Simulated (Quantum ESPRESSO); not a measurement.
A run of Quantum ESPRESSO 7.5 is set up as follows.

pw.in

```
&CONTROL
  calculation = 'scf'
  prefix = 'pwscf'
  outdir = './tmp'
  pseudo_dir = './pseudo'
  tprnfor = .true.
  tstress = .true.
  disk_io = 'low'
/
&SYSTEM
  ibrav = 0
  celldm(1) = 8
  nat = 2
  ntyp = 1
  ecutwfc = 76
  nbnd = 54
  occupations = 'smearing'
  smearing = 'fd'
  degauss = 0.00367493
  noncolin = .true.
  lspinorb = .true.
/
&ELECTRONS
  conv_thr = 4d-10
  electron_maxstep = 120
  mixing_beta = 0.5
/
ATOMIC_SPECIES
Au   196.9666 Au.upf
CELL_PARAMETERS alat
  0.6850257201768   0.0000000000000   0.0000000000000
 -0.3425128600884   0.5932496759248   0.0000000000000
  0.0000000000000   0.0000000000000   1.1527329360217
ATOMIC_POSITIONS crystal
Au     0.6666666667    0.3333333333    0.2500000000
Au     0.3333333333    0.6666666667    0.7500000000
K_POINTS automatic
11 11 6 0 0 0
```

bands.in

```
&CONTROL
  calculation = 'bands'
  prefix = 'pwscf'
  outdir = './tmp'
  pseudo_dir = './pseudo'
  disk_io = 'low'
  verbosity = 'high'
/
&SYSTEM
  ibrav = 0
  celldm(1) = 8
  nat = 2
  ntyp = 1
  ecutwfc = 76
  nbnd = 54
  occupations = 'smearing'
  smearing = 'fd'
  degauss = 0.00367493
  noncolin = .true.
  lspinorb = .true.
/
&ELECTRONS
  conv_thr = 1d-08
  electron_maxstep = 120
  mixing_beta = 0.5
  diago_full_acc = .true.
  startingwfc = 'random'
/
ATOMIC_SPECIES
Au   196.9666 Au.upf
CELL_PARAMETERS alat
  0.6850257201768   0.0000000000000   0.0000000000000
 -0.3425128600884   0.5932496759248   0.0000000000000
  0.0000000000000   0.0000000000000   1.1527329360217
ATOMIC_POSITIONS crystal
Au     0.6666666667    0.3333333333    0.2500000000
Au     0.3333333333    0.6666666667    0.7500000000
K_POINTS crystal
60
 0.0000000000  0.0000000000  0.0000000000 1
 0.0625000000  0.0000000000  0.0000000000 1
 0.1250000000  0.0000000000  0.0000000000 1
 0.1875000000  0.0000000000  0.0000000000 1
 0.2500000000  0.0000000000  0.0000000000 1
 0.3125000000  0.0000000000  0.0000000000 1
 0.3750000000  0.0000000000  0.0000000000 1
 0.4375000000  0.0000000000  0.0000000000 1
 0.5000000000  0.0000000000  0.0000000000 1
 0.4583333333  0.0833333333  0.0000000000 1
 0.4166666667  0.1666666667  0.0000000000 1
 0.3750000000  0.2500000000  0.0000000000 1
 0.3333333333  0.3333333333  0.0000000000 1
 0.2962962963  0.2962962963  0.0000000000 1
 0.2592592593  0.2592592593  0.0000000000 1
 0.2222222222  0.2222222222  0.0000000000 1
 0.1851851852  0.1851851852  0.0000000000 1
 0.1481481481  0.1481481481  0.0000000000 1
 0.1111111111  0.1111111111  0.0000000000 1
 0.0740740741  0.0740740741  0.0000000000 1
 0.0370370370  0.0370370370  0.0000000000 1
 0.0000000000  0.0000000000  0.0000000000 1
 0.0000000000  0.0000000000  0.1250000000 1
 0.0000000000  0.0000000000  0.2500000000 1
 0.0000000000  0.0000000000  0.3750000000 1
 0.0000000000  0.0000000000  0.5000000000 1
 0.0625000000  0.0000000000  0.5000000000 1
 0.1250000000  0.0000000000  0.5000000000 1
 0.1875000000  0.0000000000  0.5000000000 1
 0.2500000000  0.0000000000  0.5000000000 1
 0.3125000000  0.0000000000  0.5000000000 1
 0.3750000000  0.0000000000  0.5000000000 1
 0.4375000000  0.0000000000  0.5000000000 1
 0.5000000000  0.0000000000  0.5000000000 1
 0.4666666667  0.0666666667  0.5000000000 1
 0.4333333333  0.1333333333  0.5000000000 1
 0.4000000000  0.2000000000  0.5000000000 1
 0.3666666667  0.2666666667  0.5000000000 1
 0.3333333333  0.3333333333  0.5000000000 1
 0.3030303030  0.3030303030  0.5000000000 1
 0.2727272727  0.2727272727  0.5000000000 1
 0.2424242424  0.2424242424  0.5000000000 1
 0.2121212121  0.2121212121  0.5000000000 1
 0.1818181818  0.1818181818  0.5000000000 1
 0.1515151515  0.1515151515  0.5000000000 1
 0.1212121212  0.1212121212  0.5000000000 1
 0.0909090909  0.0909090909  0.5000000000 1
 0.0606060606  0.0606060606  0.5000000000 1
 0.0303030303  0.0303030303  0.5000000000 1
 0.0000000000  0.0000000000  0.5000000000 1
 0.5000000000  0.0000000000  0.5000000000 1
 0.5000000000  0.0000000000  0.3750000000 1
 0.5000000000  0.0000000000  0.2500000000 1
 0.5000000000  0.0000000000  0.1250000000 1
 0.5000000000  0.0000000000  0.0000000000 1
 0.3333333333  0.3333333333  0.0000000000 1
 0.3333333333  0.3333333333  0.1250000000 1
 0.3333333333  0.3333333333  0.2500000000 1
 0.3333333333  0.3333333333  0.3750000000 1
 0.3333333333  0.3333333333  0.5000000000 1
```

Potentials or basis: PseudoDojo 0.4 FR PBEsol standard.

Run with:

```bash
$ OMP_NUM_THREADS=1 mpirun -n 2 pw.x -nk 2 -in pw.in > pw.out
$ OMP_NUM_THREADS=1 mpirun -n 2 pw.x -nk 2 -in bands.in > bands.out
```

Question: What does it give for the band gap on the k mesh?

Answer: None (metal or under the smearing width).

Question: Estimate the pressure.

Answer: -7.8 GPa.

Stress tensor (GPa, compression positive):
```
-7.68  0.00  0.00
 0.00 -7.68  0.00
 0.00  0.00 -8.19
```
